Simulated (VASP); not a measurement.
# TiSe2 in VASP: a series of runs

One slab, TiSe2, is run at these levels: PBE+D3(BJ); tasks: relaxation of cell and atoms.

The COD entry that gives the cell may itself be a prediction, so a difference from it is no test against experiment.

Program: VASP 6.6.1. These are calculated values, not measurements. Logs are shortened: lines on timing, memory, paths and dates and some standing lists are left out, and cuts for length are marked.

## Step 1: The slab as given

The cell holds a slab with vacuum, 9 atoms: a = 3.536 Å, b = 3.536 Å, c = 33.072 Å, α = 90.00°, β = 90.00°, γ = 120.00°.

## Step 2: Relaxation of cell and atoms, PBE+D3(BJ)

INCAR reads:

```
PREC = Accurate ; ENCUT = 600
EDIFF = 1E-6 ; ISMEAR = 0
SIGMA = 0.03 ; LREAL = False
LASPH = True ; NELM = 80
ALGO = Normal ; ISIF = 3
LWAVE = False ; LCHARG = False
GGA = PE ; IVDW = 12
IBRION = 2 ; NSW = 90
EDIFFG = -0.01 ; LATTICE_CONSTRAINTS = .TRUE. .TRUE. .FALSE.
KPAR = 4
```

KPOINTS reads:

```
Automatic mesh
0
Gamma
  12 12 1
```

POSCAR reads:

```
TiSe2
1.0
    3.5360000000      0.0000000000      0.0000000000
   -1.7680000000      3.0622658300      0.0000000000
    0.0000000000      0.0000000000     33.0724416000
Se Ti
6 3
Direct
    0.6666666700      0.3333333300      0.2721298900
    0.3333333300      0.6666666700      0.3647883600
    0.6666666700      0.3333333300      0.4536707700
    0.3333333300      0.6666666700      0.5463292300
    0.6666666700      0.3333333300      0.6352116400
    0.3333333300      0.6666666700      0.7278701100
    0.0000000000      0.0000000000      0.3184591200
    0.0000000000      0.0000000000      0.5000000000
    0.0000000000      0.0000000000      0.6815408800
```

Potentials or basis: VASP PAW PBE potentials, release 64 (Se, Ti_sv).

On the command line:

```
$ cat potpaw_PBE.64/Se/POTCAR potpaw_PBE.64/Ti_sv/POTCAR > POTCAR
$ mpirun -np 4 vasp_std > vasp.out
```

OUTCAR:

```text
PREC = Accurate
   ENCUT = 600
   EDIFF = 1E-6
   ISMEAR = 0
   LREAL = False
   LASPH = True
   NELM = 80
   ISIF = 3
   GGA = PE
   IVDW = 12
   IBRION = 2
   NSW = 90
   EDIFFG = -0.01
 IVDW          = 12

 ion  position               nearest neighbor table
   1  0.667  0.333  0.272-   7 2.55   7 2.55   7 2.55
   2  0.333  0.667  0.365-   7 2.55   7 2.55   7 2.55
   3  0.667  0.333  0.454-   8 2.55   8 2.55   8 2.55
   4  0.333  0.667  0.546-   8 2.55   8 2.55   8 2.55
   5  0.667  0.333  0.635-   9 2.55   9 2.55   9 2.55
   6  0.333  0.667  0.728-   9 2.55   9 2.55   9 2.55
   7  0.000  0.000  0.318-   1 2.55   1 2.55   1 2.55   2 2.55   2 2.55   2 2.55
   8  0.000  0.000  0.500-   3 2.55   4 2.55   3 2.55   4 2.55   3 2.55   4 2.55
   9  0.000  0.000  0.682-   6 2.55   6 2.55   6 2.55   5 2.55   5 2.55   5 2.55

  LATTYP: Found a hexagonal cell.
 ALAT       =     3.5360000000
 C/A-ratio  =     9.3530660633

  Lattice vectors:

 A1 = (   3.5360000000,   0.0000000000,   0.0000000000)
 A2 = (  -1.7680000000,   3.0622658300,   0.0000000000)
 A3 = (   0.0000000000,   0.0000000000,  33.0724416000)

Analysis of symmetry for initial positions (statically):
=====================================================================
 Subroutine PRICEL returns:
 Original cell was already a primitive cell.

 Routine SETGRP: Setting up the symmetry group for a
 hexagonal supercell.

 Subroutine GETGRP returns: Found 12 space group operations
 (whereof 12 operations were pure point group operations)
 out of a pool of 24 trial point group operations.

The static configuration has the point symmetry D_3d.

Analysis of symmetry for dynamics (positions and initial velocities):
=====================================================================
 Subroutine PRICEL returns:
 Original cell was already a primitive cell.

 Routine SETGRP: Setting up the symmetry group for a
 hexagonal supercell.

 Subroutine GETGRP returns: Found 12 space group operations
 (whereof 12 operations were pure point group operations)
 out of a pool of 24 trial point group operations.

The dynamic configuration has the point symmetry D_3d.

 Subroutine INISYM returns: Found 12 space group operations
 (whereof 12 operations are pure point group operations),
 and found     1 'primitive' translations

----------------------------------------------------------------------------------------

                                     Primitive cell

  volume of cell :     358.1141

[... 86 lines left out ...]
 SYSTEM =  unknown system
   PREC   = accura    normal or accurate (medium, high low for compatibility)
   ISTART =      0    job   : 0-new  1-cont  2-samecut
   ICHARG =      2    charge: 1-file 2-atom 10-const
   ISPIN  =      1    spin polarized calculation?
   LNONCOLLINEAR =      F non collinear calculations
   LSORBIT =      F    spin-orbit coupling
   LASPH  =      T    aspherical Exc in radial PAW
   ENCUT  =  600.0 eV  44.10 Ry    6.64 a.u.   7.06  7.06 66.05*2*pi/ulx,y,z
   NELM   =     80;   NELMIN=  2; NELMDL= -5     # of ELM steps
   EDIFF  = 0.1E-05   stopping-criterion for ELM
   LREAL  =      F    real-space projection
   EDIFFG = -.1E-01   stopping-criterion for IOM
   NSW    =     90    number of steps for IOM
   IBRION =      2    ionic relax: 0-MD 1-quasi-New 2-CG
   NFREE  =      1    steps in history (QN), initial steepest desc. (CG)
   ISIF   =      3    stress and relaxation
   ISYM   =      2    0-nonsym 1-usesym 2-fastsym
   POTIM  = 0.5000    time-step for ionic-motion
   TEBEG  =    0.0;   TEEND  =   0.0 temperature during run
   PSTRESS=    0.0 pullay stress
   NELECT =      72.0000    total number of electrons
   NUPDOWN=      -1.0000    fix difference up-down
   EMIN   =  10.00;   EMAX   =-10.00  energy-range for DOS
   EFERMI =   0.00;   METHOD = LEGACY
   ISMEAR =     0;   SIGMA  =   0.03  broadening in eV -4-tet -1-fermi 0-gaus
   EFERMI_NEDOS =   21; number of points for ismear=-14 and -15
   IALGO  =     38    algorithm
   IMIX   =      4    mixing-type and parameters
     AMIX     =   0.40;   BMIX     =  1.00
     AMIX_MAG =   1.60;   BMIX_MAG =  1.00
  volume/ion in A,a.u.               =      39.79       268.52
  Fermi-wavevector in a.u.,A,eV,Ry     =   0.959059  1.812358 12.514552  0.919794
  Thomas-Fermi vector in A             =   2.088221
   LORBIT       =      0    0 simple, 1 ext, 2 COOP (PROOUT), +10 PAW based schemes
   GGA     = PE    functional components
   LHFCALC =     F    Hartree Fock is set to
   AEXX    =    0.0000 exact exchange contribution
   IVDW    =    12    specifies the selected vdW correction
   LEPSILON=     F    determine dielectric tensor
   LRPA    =     F    only Hartree local field effects (RPA)
 conjugate gradient relaxation of ions
 non-spin polarized calculation
 Gauss-broadening in eV      SIGMA  =   0.03
  energy-cutoff  :      600.00
  volume of cell :      358.11
 maximum number of plane-waves:     11996
   NGX = 15   NGY = 15   NGZ =133

--------------------------------------- Ionic step        1  -------------------------------------------

 number of electron      72.0000000 magnetization

 Free energy of the ion-electron system (eV)
  ---------------------------------------------------
  ext. energy  EPLUGINS =         0.00000000
  ---------------------------------------------------
  free energy    TOTEN  =       -54.54240994 eV

  energy without entropy =      -54.54123596  energy(sigma->0) =      -54.54182295

------------------------ aborting loop because EDIFF is reached ----------------------------------------

 Edisp (eV)   -3.43655

 E8    (eV) :    -1.5233
[... 126 lines left out ...]
  FREE ENERGIE OF THE ION-ELECTRON SYSTEM (eV)
  ---------------------------------------------------
  free  energy   TOTEN  =       -58.0063334538 eV

  energy  without entropy=      -58.0049783459  energy(sigma->0) =      -58.00565590

[... ionic steps 4 to 23 ...]

--------------------------------------- Ionic step       24  -------------------------------------------

 number of electron      72.0000012 magnetization

------------------------ aborting loop because EDIFF is reached ----------------------------------------
[... 89 lines left out ...]
--------------------------------------- Ionic step       26  -------------------------------------------

 number of electron      72.0000011 magnetization

 Free energy of the ion-electron system (eV)
  ---------------------------------------------------
  ext. energy  EPLUGINS =         0.00000000
  ---------------------------------------------------
  free energy    TOTEN  =       -54.44765803 eV

  energy without entropy =      -54.44557935  energy(sigma->0) =      -54.44661869

 E-fermi :   0.3483     XC(G=0):  -5.8679

 val. band max:        0.3134553729   @ k =   0.5000  -0.0000   0.0000
 cond. band min:       0.3552232489   @ k =   0.0833  -0.0000   0.0000
 fundamental gap:      0.0417678760
 Fermi energy:         0.3482551048

 k-point     1 :       0.0000    0.0000    0.0000
  band No.  band energies     occupation
      1     -57.1761      2.00000
      2     -57.1761      2.00000
      3     -57.1698      2.00000
      4     -33.4054      2.00000
      5     -33.4054      2.00000
      6     -33.4049      2.00000
[... 903 lines left out ...]
  FREE ENERGIE OF THE ION-ELECTRON SYSTEM (eV)
  ---------------------------------------------------
  free  energy   TOTEN  =       -58.0304344169 eV

  energy  without entropy=      -58.0283557363  energy(sigma->0) =      -58.02939508

 reached required accuracy - stopping structural energy minimisation
```

Run time: 19 min. Hardware: 4 MPI ranks of Intel Xeon 6975P-C (Granite Rapids), shared host; peak memory 0.75 GiB.

What came out:

```
Free energy                            : -58.0304 eV
Relaxed volume                         : 38.53 Å³/atom
Relaxed cell                           : a = 3.479 Å, b = 3.479 Å, c = 33.072 Å, α = 90.00°, β = 90.00°, γ = 120.00°
Space group after relaxing (to 0.05 Å) : P-3m1 (No. 164)
Energy gained by relaxing              : 5.7 meV/atom
Ionic steps                            : 26
Largest force after relaxing           : 0.009 eV/Å
Band gap on the k mesh                 : none (metal or under the smearing width)
Dispersion energy per atom             : -0.398 eV
```

Forces on the atoms (eV/Å):
```
Se   0.000  0.000 -0.004
Se   0.000  0.000  0.009
Se   0.000  0.000  0.001
Se   0.000  0.000 -0.001
Se   0.000  0.000 -0.009
Se   0.000  0.000  0.004
Ti   0.000  0.000 -0.002
Ti   0.000  0.000  0.000
Ti   0.000  0.000  0.002
```

Step by step:
| step | energy change (eV) | largest force (eV/Å) | pressure (GPa) | volume (Å³) |
| --- | --- | --- | --- | --- |
| 1 | 0.0000 | 0.1250 | -0.64 | 358.11 |
| 2 | -0.0273 | 0.2513 | 0.25 | 350.10 |
| 3 | -0.0274 | 0.2596 | 0.28 | 349.76 |
| 4 | -0.0412 | 0.1715 | 0.09 | 348.19 |
| 5 | -0.0471 | 0.0660 | -0.17 | 346.01 |
| 6 | -0.0472 | 0.0641 | -0.13 | 346.28 |
| 7 | -0.0479 | 0.0253 | -0.09 | 345.58 |
| 8 | -0.0479 | 0.0238 | -0.08 | 345.59 |
| 9 | -0.0479 | 0.0210 | -0.08 | 345.61 |
| 10 | -0.0480 | 0.0182 | -0.08 | 345.66 |
| 11 | -0.0482 | 0.0313 | -0.10 | 345.79 |
| 12 | -0.0482 | 0.0291 | -0.09 | 345.77 |
| 13 | -0.0485 | 0.0260 | -0.07 | 345.72 |
| 14 | -0.0489 | 0.0322 | -0.03 | 345.62 |
| 15 | -0.0494 | 0.0449 | 0.05 | 345.42 |
| 16 | -0.0494 | 0.0703 | 0.20 | 345.02 |
| 17 | -0.0496 | 0.0578 | 0.12 | 345.22 |
| 18 | -0.0496 | 0.0567 | 0.12 | 345.24 |
| 19 | -0.0497 | 0.0545 | 0.13 | 345.29 |
| 20 | -0.0499 | 0.0511 | 0.11 | 345.39 |
| 21 | -0.0503 | 0.0437 | 0.10 | 345.58 |
| 22 | -0.0509 | 0.0339 | 0.07 | 345.97 |
| 23 | -0.0514 | 0.0284 | 0.02 | 346.75 |
| 24 | -0.0514 | 0.0288 | 0.02 | 346.70 |
| 25 | -0.0514 | 0.0214 | 0.00 | 346.71 |
| 26 | -0.0515 | 0.0093 | -0.02 | 346.73 |

Final structure:
```xyz
9
Lattice="3.4793 0.0000 0.0000 -1.7397 3.0132 0.0000 0.0000 0.0000 33.0724" Properties=species:S:1:pos:R:3 pbc="T T T"
Se    1.7397    1.0044    9.0464
Se    0.0000    2.0088   12.1743
Se    1.7397    1.0044   14.9783
Se    0.0000    2.0088   18.0941
Se    1.7397    1.0044   20.8981
Se    0.0000    2.0088   24.0260
Ti    0.0000    0.0000   10.6212
Ti    0.0000    0.0000   16.5362
Ti    0.0000    0.0000   22.4513
```

## Step 3: Relaxation of cell and atoms, PBE+D3(BJ)

This run uses another cell than the first one, of 38.53 Å³/atom, 0.968 times its volume.

INCAR reads:

```
PREC = Accurate ; ENCUT = 600
EDIFF = 1E-7 ; ISMEAR = 0
SIGMA = 0.03 ; LREAL = False
LASPH = True ; NELM = 80
ALGO = Normal ; ISIF = 3
LWAVE = False ; LCHARG = False
GGA = PE ; IVDW = 12
IBRION = 2 ; NSW = 90
EDIFFG = -0.005 ; LATTICE_CONSTRAINTS = .TRUE. .TRUE. .FALSE.
KPAR = 4
```

KPOINTS is that of step 2.

POSCAR reads:

```
TiSe2                                   
1.0
    3.4793311702      0.0000000000      0.0000000000
   -1.7396655851      3.0131891837      0.0000000000
    0.0000000000      0.0000000000     33.0724416000
  Se              Ti            
     6     3
Direct
     0.6666666699999979    0.3333333300000021    0.2735328330491691
     0.3333333300000021    0.6666666699999979    0.3681109004304187
     0.6666666699999979    0.3333333300000021    0.4528939898592469
     0.3333333300000021    0.6666666699999979    0.5471060101407531
     0.6666666699999979    0.3333333300000021    0.6318890995695815
     0.3333333300000021    0.6666666699999979    0.7264671669508308
     0.0000000000000000    0.0000000000000000    0.3211491425516588
     0.0000000000000000    0.0000000000000000    0.5000000000000000
     0.0000000000000000    0.0000000000000000    0.6788508574483411
```

Potentials or basis: VASP PAW PBE potentials, release 64 (Se, Ti_sv).

On the command line:

```
$ cat potpaw_PBE.64/Se/POTCAR potpaw_PBE.64/Ti_sv/POTCAR > POTCAR
$ mpirun -np 4 vasp_std > vasp.out
```

It took 4.1 min on 4 MPI ranks of Intel Xeon 6975P-C (Granite Rapids), shared host; peak memory 0.72 GiB.

Results (log left out):

* Free energy: -58.0295 eV
* Relaxed volume: 38.49 Å³/atom
* Relaxed cell: a = 3.478 Å, b = 3.478 Å, c = 33.072 Å, α = 90.00°, β = 90.00°, γ = 120.00°
* Space group after relaxing (to 0.05 Å): P-3m1 (No. 164)
* Energy gained by relaxing: 0.0 meV/atom
* Ionic steps: 4
* Largest force after relaxing: 0.004 eV/Å
* Band gap on the k mesh: none (metal or under the smearing width)
* Dispersion energy per atom: -0.398 eV

Forces on the atoms (eV/Å):
```
Se   0.000  0.000 -0.002
Se   0.000  0.000  0.001
Se   0.000  0.000 -0.003
Se   0.000  0.000  0.003
Se   0.000  0.000 -0.001
Se   0.000  0.000  0.002
Ti   0.000  0.000  0.004
Ti   0.000  0.000  0.000
Ti   0.000  0.000 -0.004
```

Final structure:
```xyz
9
Lattice="3.4779 0.0000 0.0000 -1.7390 3.0120 0.0000 0.0000 0.0000 33.0724" Properties=species:S:1:pos:R:3 pbc="T T T"
Se    1.7390    1.0040    9.0456
Se    0.0000    2.0080   12.1758
Se    1.7390    1.0040   14.9781
Se    0.0000    2.0080   18.0943
Se    1.7390    1.0040   20.8966
Se    0.0000    2.0080   24.0268
Ti    1.7389    3.0120   10.6211
Ti    3.4779    0.0000   16.5362
Ti    3.4779    0.0000   22.4513
```

Levels at points of the mesh, in eV from the Fermi level:
| k point | band 32 | band 33 | band 34 | band 35 | band 36 | band 37 | band 38 | band 39 | band 40 | band 41 |
| --- | --- | --- | --- | --- | --- | --- | --- | --- | --- | --- |
| (0.00, 0.00, 0.00) | 0.43 | 0.52 | 0.52 | 0.54 | 0.54 | 0.54 | 0.54 | 0.58 | 0.58 | 0.65 |
| (0.50, 0.00, 0.00) | -1.90 | -1.38 | -1.21 | -0.99 | -0.85 | -0.17 | -0.04 | 0.04 | 1.49 | 1.50 |
